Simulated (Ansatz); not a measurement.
TiSi2:

```
Ti Si
1.0
     4.37464    0.00000    0.00000
    -2.18732    3.78855    0.00000
     0.00000    0.00000    2.56101
Ti Si
1 2
Direct
  0.00000 0.00000 0.00000
  0.33333 0.66667 0.50000
  0.66667 0.33333 0.50000
```

The cell was built by a generator and needn't be a form met in nature.

Base run:

- Program: Ansatz 0.2.0
- Functional: LDA
- Potentials or basis: Ansatz PAW
- Cutoff: 420 eV (not typed: the program's choice for these potentials)
- k mesh: 7 × 7 × 10
- Occupations: fermi-dirac, width 0.05 eV
- Spin: no spin polarisation
- Hubbard terms: Ti d U = 1 eV

Its results: band gap on the k mesh none (metal or under the smearing width); pressure -6.3 GPa.

Task: The run is repeated on the same cell with these changes: hubbard terms from Ti d U = 1 eV to Ti d U = 8 eV. What comes out?

Result: Band gap on the k mesh none (metal or under the smearing width); pressure 10.3 GPa.

Caveats: U without spin polarisation on a metal has little footing; the PAW data sets come from PBE, with cores solved anew for the run's functional, which leaves a small shift of forces and pressure; the U is typed as a test and isn't derived for this compound; the density of states is complete only up to the lowest level of the last band computed.
